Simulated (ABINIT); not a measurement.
# TePb (Pnma) in ABINIT: reference runs

How does TePb come out in PBE? The cell is run as given.

Everything below comes from runs of ABINIT 10.8.3 (patched build). Logs are shortened: lines on timing, memory, paths and dates and some standing lists are left out, and cuts for length are marked. The log counts tension as positive stress, the text compression.

### Step 1. Starting point

It takes space group Pnma (No. 62, orthorhombic). The conventional cell has a = 7.972 Å, b = 4.571 Å, c = 7.915 Å, α = 90.00°, β = 90.00°, γ = 90.00°. Pb (site symmetry m) has 6 Te at 3.30 to 3.31 Å as nearest neighbours. Around Te (site symmetry m) lie 6 Pb at 3.30 to 3.31 Å.

The cell comes from a database or a generator and needn't be the stable form of this composition.

### Step 2. Single point, PBE

run.abi

```
# Pseudopotentials
pp_dirpath "./"
pseudos "Pb.GGA_PBE-JTH.xml, Te.GGA_PBE-JTH.xml"

# Structure
acell 7.9717385 4.57058289 7.91496846 Angstrom
rprim
     1.0000000000     0.0000000000     0.0000000000
     0.0000000000     1.0000000000     0.0000000000
     0.0000000000     0.0000000000     1.0000000000
ntypat 2
znucl 82 52
natom 8
typat 1 1 1 1 2 2 2 2
xred
     0.9984680700     0.2500000000     0.2512549200
     0.4984680700     0.2500000000     0.2487450800
     0.5015319300     0.7500000000     0.7512549200
     0.0015319300     0.7500000000     0.7487450800
     0.7510934300     0.2500000000     0.9166170000
     0.2510934300     0.2500000000     0.5833830000
     0.7489065700     0.7500000000     0.4166170000
     0.2489065700     0.7500000000     0.0833830000
chkprim 0
chksymtnons 0
tolsym 1.0e-6

# Plane-wave basis
ecut 22.0
pawecutdg 44.0
pawxcdev 0

# k points
kptopt 1
ngkpt 4 6 4
nshiftk 1
shiftk 0.0 0.0 0.0

# Exchange and correlation
ixc 11

# Bands and occupations
nband 48
occopt 3
tsmear 0.00183747

# SCF cycle
nstep 100
tolvrs 1.0e-9

# Output
iomode 3
prtwf 0
prtden 0
prteig 0
prtebands 0
enunit 2
prtvol 2
```

Potentials or basis: JTH PAW PBE v2.0.

On the command line:

```bash
$ abinit run.abi > log 2>&1
```

run.abo:

```text
.Version 10.8.3 of ABINIT
 Symmetries : space group Pn m a (# 62); Bravais oP (primitive ortho.)
================================================================================
 Values of the parameters that define the memory need of the present run
     intxc =       0    ionmov =       0      iscf =      17    lmnmax =      18
     lnmax =       6     mgfft =      64  mpssoang =       3    mqgrid =    4499
     natom =       8  nloc_mem =       2    nspden =       1   nspinor =       1
    nsppol =       1      nsym =       8    n1xccc =       1    ntypat =       2
    occopt =       3   xclevel =       2
       mpw =        9616          nfft =      163840          nkpt =          36
 PAW method is used; the additional fine FFT grid is defined by:
   mgfftf=        90    nfftf =    437400
================================================================================
================================================================================

--------------------------------------------------------------------------------
------------- Echo of variables that govern the present computation ------------
--------------------------------------------------------------------------------
 -outvars: echo values of preprocessed input variables --------
            acell      1.5064402512E+01  8.6371498979E+00  1.4957122685E+01 Bohr
              amu      2.07200000E+02  1.27600000E+02
          chkprim           0
      chksymtnons           0
             ecut      2.20000000E+01 Hartree
           enunit           2
              ixc          11
         kptrlatt        4    0    0      0    6    0      0    0    4
          kptrlen      5.18228994E+01
            natom           8
            nband          48
            ngfft          64      40      64
          ngfftdg          90      54      90
             nkpt          36
            nstep         100
             nsym           8
           ntypat           2
           occopt           3
        pawecutdg      4.40000000E+01 Hartree
         pawxcdev           0
           prtden           0
        prtebands           0
           prteig           0
           prtvol           2
            prtwf           0
          spgroup          62
           tolsym      1.00000000E-06
           tolvrs      1.00000000E-09
           tsmear      1.83747000E-03 Hartree
            typat      1  1  1  1  2  2  2  2
           useylm           1
           xangst      7.9595263546E+00  1.1426457225E+00  1.9886747672E+00
                       3.9736571046E+00  1.1426457225E+00  1.9688094628E+00
                       3.9980813954E+00  3.4279371675E+00  5.9461589972E+00
                       1.2212145360E-02  3.4279371675E+00  5.9262936928E+00
                       5.9875204130E+00  1.1426457225E+00  7.2549946449E+00
                       2.0016511630E+00  1.1426457225E+00  4.6174580451E+00
                       5.9700873370E+00  3.4279371675E+00  3.2975104149E+00
                       1.9842180870E+00  3.4279371675E+00  6.5997381510E-01
            xcart      1.5041324902E+01  2.1592874745E+00  3.7580506635E+00
                       7.5091236460E+00  2.1592874745E+00  3.7205106788E+00
                       7.5552788663E+00  6.4778624234E+00  1.1236612006E+01
                       2.3077610141E-02  6.4778624234E+00  1.1199072021E+01
                       1.1314773754E+01  2.1592874745E+00  1.3709952924E+01
                       3.7825724977E+00  2.1592874745E+00  8.7257311031E+00
                       1.1281830015E+01  6.4778624234E+00  6.2313915815E+00
                       3.7496287584E+00  6.4778624234E+00  1.2471697608E+00
             xred      9.9846807000E-01  2.5000000000E-01  2.5125492000E-01
                       4.9846807000E-01  2.5000000000E-01  2.4874508000E-01
                       5.0153193000E-01  7.5000000000E-01  7.5125492000E-01
                       1.5319300000E-03  7.5000000000E-01  7.4874508000E-01
                       7.5109343000E-01  2.5000000000E-01  9.1661700000E-01
                       2.5109343000E-01  2.5000000000E-01  5.8338300000E-01
                       7.4890657000E-01  7.5000000000E-01  4.1661700000E-01
                       2.4890657000E-01  7.5000000000E-01  8.3383000000E-02
            znucl       82.00000   52.00000

[... 949 lines left out ...]
   2.00000    2.00000    2.00000    2.00000    2.00000    2.00000    2.00000    2.00000
   2.00000    2.00000    2.00000    2.00000    2.00000    2.00000    2.00000    2.00000
   2.00000    2.00000    2.00000    2.00000    2.00000    2.00000    2.00000    2.00000
   0.00000    0.00000    0.00000    0.00000    0.00000    0.00000    0.00000    0.00000
 Fermi (or HOMO) energy (eV) =  -0.66636   Average Vxc (eV)=  -8.70854
 Eigenvalues (   eV  ) for nkpt=  36  k points:
 kpt#   1, nband= 48, wtk=  0.01042, kpt=  0.0000  0.0000  0.0000 (reduced coord)
 -17.97075  -17.95700  -17.94840  -17.93843  -17.93828  -17.93563  -17.93241  -17.92927
 -17.92926  -17.92694  -17.92177  -17.92157  -17.91027  -17.91012  -17.90615  -17.89816
 -17.89710  -17.89672  -17.88123  -17.86806  -12.81746  -11.61404  -11.49682  -11.40346
  -9.62282   -9.28343   -8.72049   -7.22810   -5.03800   -4.52766   -3.53198   -2.69153
  -2.31498   -2.31334   -1.93102   -1.92750   -1.78227   -1.78182   -1.75169   -0.84940
  -0.61819   -0.52408    0.17896    1.23174    1.29342    1.29504    1.59852    1.60000
 kpt#   2, nband= 48, wtk=  0.02083, kpt=  0.2500  0.0000  0.0000 (reduced coord)
 -17.96421  -17.94587  -17.93887  -17.93798  -17.93650  -17.93640  -17.93024  -17.93023
 -17.92806  -17.92408  -17.91876  -17.91852  -17.91167  -17.91163  -17.90950  -17.90182
 -17.90111  -17.90074  -17.89228  -17.87937  -12.70157  -11.90308  -11.47229  -11.40482
  -9.26269   -9.18696   -8.88120   -7.55418   -4.59029   -4.29107   -3.38333   -2.60555
  -2.53411   -2.33937   -2.24101   -2.23953   -2.23797   -1.86170   -1.86098   -1.52212
   0.22737    0.33543    0.80415    1.04422    1.28557    1.28773    1.50389    1.50557
 kpt#   3, nband= 48, wtk=  0.01042, kpt=  0.5000  0.0000  0.0000 (reduced coord)
 -17.94976  -17.94976  -17.93294  -17.93294  -17.93289  -17.93289  -17.92247  -17.92247
 -17.91900  -17.91900  -17.91822  -17.91822  -17.91044  -17.91044  -17.91007  -17.91007
[... 220 lines left out ...]
  -0.52435   -0.52435    0.18059    0.18059    1.23333    1.23333    2.85355    2.85400
 kpt#  35, nband= 48, wtk=  0.02083, kpt=  0.2500  0.5000  0.5000 (reduced coord)
 -17.96405  -17.96405  -17.93887  -17.93887  -17.93811  -17.93811  -17.92835  -17.92835
 -17.92382  -17.92382  -17.91179  -17.91179  -17.91144  -17.91144  -17.90952  -17.90952
 -17.90201  -17.90201  -17.87928  -17.87928  -11.47254  -11.47254  -11.40466  -11.40466
  -9.26360   -9.26360   -8.88221   -8.88221   -4.58994   -4.58994   -4.29192   -4.29192
  -3.38207   -3.38207   -2.60523   -2.60523   -2.33857   -2.33857   -2.24021   -2.24021
   0.33371    0.33371    0.80542    0.80542    1.04693    1.04693    2.26374    2.26374
 kpt#  36, nband= 48, wtk=  0.01042, kpt=  0.5000  0.5000  0.5000 (reduced coord)
 -17.94967  -17.94967  -17.94967  -17.94967  -17.92243  -17.92243  -17.92243  -17.92243
 -17.91848  -17.91848  -17.91848  -17.91848  -17.90740  -17.90740  -17.90740  -17.90740
 -17.90579  -17.90579  -17.90579  -17.90579  -11.42682  -11.42682  -11.42682  -11.42682
  -9.13804   -9.13804   -9.13804   -9.13804   -3.82120   -3.82120   -3.82120   -3.82120
  -3.20189   -3.20189   -3.20189   -3.20189   -2.95494   -2.95494   -2.95494   -2.95494
   1.25004    1.25004    1.25004    1.25004    1.99474    1.99588    2.01077    2.02535
 Total charge density [el/Bohr^3]
)     Maximum=    1.9451E+00  at reduced coord.    0.5000    0.7593    0.7556
)Next maximum=    1.9451E+00  at reduced coord.    0.5000    0.7407    0.7556
)     Minimum=   -2.4160E-02  at reduced coord.    0.2444    0.7407    0.0889
)Next minimum=   -2.4160E-02  at reduced coord.    0.2444    0.7593    0.0889
   Integrated=    8.0000E+01

--- !EnergyTerms
iteration_state     : {dtset: 1, }
comment             : Components of total free energy in Hartree
kinetic             :  2.96282955059993E+01
hartree             :  9.22149304446764E+01
xc                  : -2.61678762036236E+01
Ewald energy        : -1.98330140010165E+02
psp_core            :  2.19857688700737E+01
local_psp           : -2.81797931559205E+02
PAW spherical_terms :  8.42574168403365E+01
internal            : -2.78209536111907E+02
'-kT*entropy'       : -1.04644488318752E-04
total_energy        : -2.78209640756396E+02
total_energy_eV     : -7.57046999197790E+03
...

--- !EnergyTermsDC
iteration_state     : {dtset: 1, }
comment             : '"Double-counting" decomposition of free energy'
band_energy         : -3.50122847404628E+01
Ewald energy        : -1.98330140010165E+02
psp_core            :  2.19857688700737E+01
xc_dc               : -9.57529390515221E+01
PAW spherical_terms :  2.89000500340716E+01
internal            : -2.78209544898004E+02
'-kT*entropy'       : -1.04644488318752E-04
total_energy_dc     : -2.78209649542493E+02
total_energy_dc_eV  : -7.57047023105978E+03
...

--- !EnergyTermsWithPAWCore
iteration_state     : {dtset: 1, }
comment             : 'Components of total free energy, including PAW core contributions'
Total energy        : -1.10706646723030E+05
Total energy DC     : -1.10706646731816E+05
Total energy (eV)   : -3.01248132397774E+06
Total energy DC (eV): -3.01248132421683E+06
...

 Cartesian components of stress tensor (hartree/bohr^3)
  sigma(1 1)=  3.91592722E-06  sigma(3 2)=  0.00000000E+00
  sigma(2 2)=  7.84091454E-07  sigma(3 1)=  0.00000000E+00
  sigma(3 3)=  7.21923292E-07  sigma(2 1)=  0.00000000E+00

-Cartesian components of stress tensor (GPa)         [Pressure= -5.3173E-02 GPa]
- sigma(1 1)=  1.15210556E-01  sigma(3 2)=  0.00000000E+00
- sigma(2 2)=  2.30687670E-02  sigma(3 1)=  0.00000000E+00
- sigma(3 3)=  2.12397165E-02  sigma(2 1)=  0.00000000E+00

== END DATASET(S) ==============================================================
================================================================================

 -outvars: echo values of variables after computation  --------
            acell      1.5064402512E+01  8.6371498979E+00  1.4957122685E+01 Bohr
           etotal     -2.7820964954E+02
            fcart      4.2313924310E-05 -8.9050137104E-31 -7.0612470298E-05
                       4.2313924310E-05 -1.5983357942E-31  7.0612470298E-05
                      -4.2313924310E-05  1.3015020038E-30 -7.0612470298E-05
                      -4.2313924310E-05  3.8816726430E-31  7.0612470298E-05
                      -5.5895612129E-05  2.7628375871E-30 -4.3108071956E-05
                      -5.5895612129E-05  2.7628375871E-30  4.3108071956E-05
                       5.5895612129E-05 -3.0825047459E-30 -4.3108071956E-05
                       5.5895612129E-05 -3.0825047459E-30  4.3108071956E-05
           strten      3.9159272198E-06  7.8409145389E-07  7.2192329199E-07
                       0.0000000000E+00  0.0000000000E+00  0.0000000000E+00
           xangst      7.9595263546E+00  1.1426457225E+00  1.9886747672E+00
                       3.9736571046E+00  1.1426457225E+00  1.9688094628E+00
                       3.9980813954E+00  3.4279371675E+00  5.9461589972E+00
                       1.2212145360E-02  3.4279371675E+00  5.9262936928E+00
                       5.9875204130E+00  1.1426457225E+00  7.2549946449E+00
                       2.0016511630E+00  1.1426457225E+00  4.6174580451E+00
                       5.9700873370E+00  3.4279371675E+00  3.2975104149E+00
                       1.9842180870E+00  3.4279371675E+00  6.5997381510E-01
             xred      9.9846807000E-01  2.5000000000E-01  2.5125492000E-01
                       4.9846807000E-01  2.5000000000E-01  2.4874508000E-01
                       5.0153193000E-01  7.5000000000E-01  7.5125492000E-01
                       1.5319300000E-03  7.5000000000E-01  7.4874508000E-01
                       7.5109343000E-01  2.5000000000E-01  9.1661700000E-01
                       2.5109343000E-01  2.5000000000E-01  5.8338300000E-01
                       7.4890657000E-01  7.5000000000E-01  4.1661700000E-01
                       2.4890657000E-01  7.5000000000E-01  8.3383000000E-02
 Calculation completed.
```

It took 12 min on 1 thread of Arm Neoverse V2, shared host; peak memory 0.57 GiB.

What came out:

* Free energy: -7570.4702 eV
* Pressure: -0.1 GPa
* Largest force: 0.004 eV/Å
* Band gap on the k mesh: 0.11 eV
* Valence electrons inside the program's atomic spheres: Pb 11.32; Te 3.11

Forces on the atoms (eV/Å):
```
Pb   0.002  0.000 -0.004
Pb   0.002  0.000  0.004
Pb  -0.002  0.000 -0.004
Pb  -0.002  0.000  0.004
Te  -0.003  0.000 -0.002
Te  -0.003  0.000  0.002
Te   0.003  0.000 -0.002
Te   0.003  0.000  0.002
```

Caveat: spin-orbit coupling is left out, which as a rule narrows the gap of such compounds by several tenths of an eV.
